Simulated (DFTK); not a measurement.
# Cr (Im-3m) in DFTK: reference runs

Aim: a first look at Cr with PBE, on the cell as given.

Program: DFTK 0.8.2. These are calculated values, not measurements. Logs are shortened: lines on timing, memory, paths and dates and some standing lists are left out, and cuts for length are marked.

## (1) The structure

It takes space group Im-3m (No. 229, cubic). The conventional cell has a = 2.969 Å, b = 2.969 Å, c = 2.969 Å, α = 90.00°, β = 90.00°, γ = 90.00°. Cr (site symmetry m-3m) is surrounded by 8 Cr at 2.57 Å.

## (2) Single point, PBE, collinear spin, ferromagnetic start

Input file run.jl:

```julia
using DFTK
using PseudoPotentialData
using Unitful, UnitfulAtomic
using LinearAlgebra, Printf
include("save.jl")
disable_threading()

# lattice vectors are the columns
lattice = austrip(1u"Å") * [ -1.4844496776   1.4844496776   1.4844496776;
             1.4844496776  -1.4844496776   1.4844496776;
             1.4844496776   1.4844496776  -1.4844496776]
symbols   = [:Cr]
positions = [[0.0, 0.0, 0.0]]
pseudopotentials = PseudoFamily("dojo.nc.sr.pbe.v0_4_1.standard.upf")
elements = Dict(s => ElementPsp(s, pseudopotentials) for s in unique(symbols))
atoms    = [elements[s] for s in symbols]
magnetic_moments = [3.0]

build_model(lattice, positions; symmetries=true) =
    model_DFT(lattice, atoms, positions;
              functionals=PBE(),
              magnetic_moments,
              spin_polarization=:collinear,
              temperature=austrip(0.05u"eV"),
              smearing=Smearing.FermiDirac(),
              symmetries)
Ecut  = 47.0  # hartree
kgrid = [12, 12, 12]
tol   = 1e-6
to_GPa = ustrip(uconvert(u"GPa", 1u"hartree/bohr^3"))

model = build_model(lattice, positions)
basis = PlaneWaveBasis(model; Ecut, kgrid)
display(basis)
scfres = self_consistent_field(basis;
                               tol,
                               ρ=guess_density(basis, magnetic_moments),
                               nbandsalg=AdaptiveBands(model; n_bands_converge=13))
display(scfres.energies)
@printf "Fermi level: %.6f eV\n" ustrip(auconvert(u"eV", something(scfres.εF, NaN)))
forces = compute_forces_cart(scfres)
println("Forces (eV/Å)")
for (s, f) in zip(symbols, forces)
    @printf "%-3s %12.6f %12.6f %12.6f\n" s ustrip.(auconvert.(u"eV/Å", f))...
end
stress = compute_stresses_cart(scfres)
println("Stress (GPa)")
display(round.(stress * to_GPa; digits=4))
@printf "Total moment: %.4f μB\n" sum(spin_density(scfres.ρ)) * scfres.basis.dvol
println("Levels at the first k-point (eV): ", round.(ustrip.(auconvert.(u"eV", scfres.eigenvalues[1][1:scfres.n_bands_converge])); digits=4))
save_scf!(scfres; forces, stress)
```

Potentials or basis: dojo.nc.sr.pbe.v0_4_1.standard.upf (PBE).

Command:

```
$ julia --threads=1 run.jl  # save.jl only writes the numbers to a file and isn't shown; printed stress counts tension as positive; times include loading and compiling
```

What it wrote:

```text
PlaneWaveBasis discretization:

    Ecut                 : 47.0 Ha
    fft_size             : (32, 32, 32), 32768 total points
    kgrid                : MonkhorstPack([12, 12, 12])
    num.   red. kpoints  : 1728
    num. irred. kpoints  : 72

    Discretized Model(gga_x_pbe+gga_c_pbe, 3D):
        lattice (in Bohr)    : [-2.8052   , 2.8052    , 2.8052    ]
                               [2.8052    , -2.8052   , 2.8052    ]
                               [2.8052    , 2.8052    , -2.8052   ]
        unit cell volume     : 88.298 Bohr³

        atoms                : Cr
        pseudopot. family    : PseudoFamily("dojo.nc.sr.pbe.v0_4_1.standard.upf")

        num. electrons       : 14
        spin polarization    : collinear
        temperature          : 0.0018375 Ha
        smearing             : DFTK.Smearing.FermiDirac()

        terms                : Kinetic()
                               AtomicLocal()
                               AtomicNonlocal()
                               Ewald(nothing)
                               PspCorrection()
                               Hartree()
                               Xc(gga_x_pbe, gga_c_pbe)
                               Entropy()
n     Energy            log10(ΔE)   log10(Δρ)   Magnet   |Magn|   Diag   Δtime
---   ---------------   ---------   ---------   ------   ------   ----   ------
  1   -88.85047860105                   -0.33    0.983    0.999    4.5    8.93s
  2   -88.94150399026       -1.04       -0.58    0.461    0.498    1.8    4.59s
  3   -88.99667683158       -1.26       -1.32   -0.025    0.043    3.0    6.59s
  4   -88.99620420140   +   -3.33       -1.46    0.030    0.042    1.0    3.58s
  5   -88.99719581377       -3.00       -1.91   -0.010    0.010    1.5    3.86s
  6   -88.99720882048       -4.89       -2.33    0.002    0.002    1.0    3.49s
  7   -88.99721294708       -5.38       -2.60    0.001    0.001    1.8    4.15s
  8   -88.99721595403       -5.52       -3.18   -0.000    0.000    1.5    4.01s
  9   -88.99721618039       -6.65       -3.59   -0.000    0.000    2.0    4.38s
 10   -88.99721619337       -7.89       -4.35    0.000    0.000    1.1    3.60s
 11   -88.99721619453       -8.94       -5.10   -0.000    0.000    2.3    4.58s
 12   -88.99721619466       -9.86       -5.51    0.000    0.000    2.0    5.04s
 13   -88.99721619468      -10.86       -5.98    0.000    0.000    1.5    4.00s
 14   -88.99721619468   +  -11.75       -6.59    0.000    0.000    1.9    4.10s
Energy breakdown (in Ha):
    Kinetic             38.2465775
    AtomicLocal         -66.0691943
    AtomicNonlocal      -6.3076904
    Ewald               -63.5684539
    PspCorrection       2.7264068
    Hartree             19.1019977
    Xc                  -13.1266263
    Entropy             -0.0002332

    total               -88.997216194676
Fermi level: 11.636426 eV
Forces (eV/Å)
Cr     -0.000000    -0.000000     0.000000
Stress (GPa)
3×3 StaticArraysCore.SMatrix{3, 3, Float64, 9} with indices SOneTo(3)×SOneTo(3):
 24.8821   0.0     -0.0
 -0.0     24.8821   0.0
  0.0      0.0     24.8821
Total moment: 0.0000 μB
Levels at the first k-point (eV): [-60.2401, -31.1949, -31.1949, -31.1949, 4.2066, 10.9343, 10.9343, 10.9343, 12.6936, 12.6936, 32.9976, 32.9976, 32.9976]
```

It took 2.2 min on 1 thread of Intel Xeon Platinum 8375C at 2.90GHz (Ice Lake), shared host; peak memory 1.8 GiB.

Results:

```yaml
Free_energy: -2421.7376 eV
Pressure: -24.9 GPa
Band_gap_on_the_k_mesh: none (metal or under the smearing width)
Net_moment: 0.00 μB per cell
Absolute_moment: 0.00 μB per cell
```

Levels at points of the mesh, in eV from the Fermi level:
Spin up:
```tsv
k point	band 4	band 5	band 6	band 7	band 8	band 9	band 10	band 11
(0.00, 0.00, 0.00)	-42.83	-7.43	-0.70	-0.70	-0.70	1.06	1.06	21.36
(-0.50, 0.00, 0.00)	-42.83	-3.84	-2.02	0.83	1.04	1.33	2.49	8.57
(-0.50, -0.50, -0.50)	-43.27	-3.59	-3.59	2.16	2.16	2.16	9.51	9.51
```
Spin down:
```csv
k point,band 3,band 4,band 5,band 6,band 7,band 8,band 9,band 10,band 11,band 12
"(0.00, 0.00, 0.00)",-42.83,-42.83,-7.43,-0.70,-0.70,-0.70,1.06,1.06,21.36,21.36
"(-0.50, 0.00, 0.00)",-43.03,-42.83,-3.84,-2.02,0.83,1.04,1.33,2.49,8.57,16.18
"(-0.50, -0.50, -0.50)",-43.27,-43.27,-3.59,-3.59,2.16,2.16,2.16,9.51,9.51,9.51
```

Caveat: the starting moments collapsed, and a magnetic state may lie lower; so large a pressure means that the cell lies far from this level's equilibrium, or that cutoff or potentials fall short.
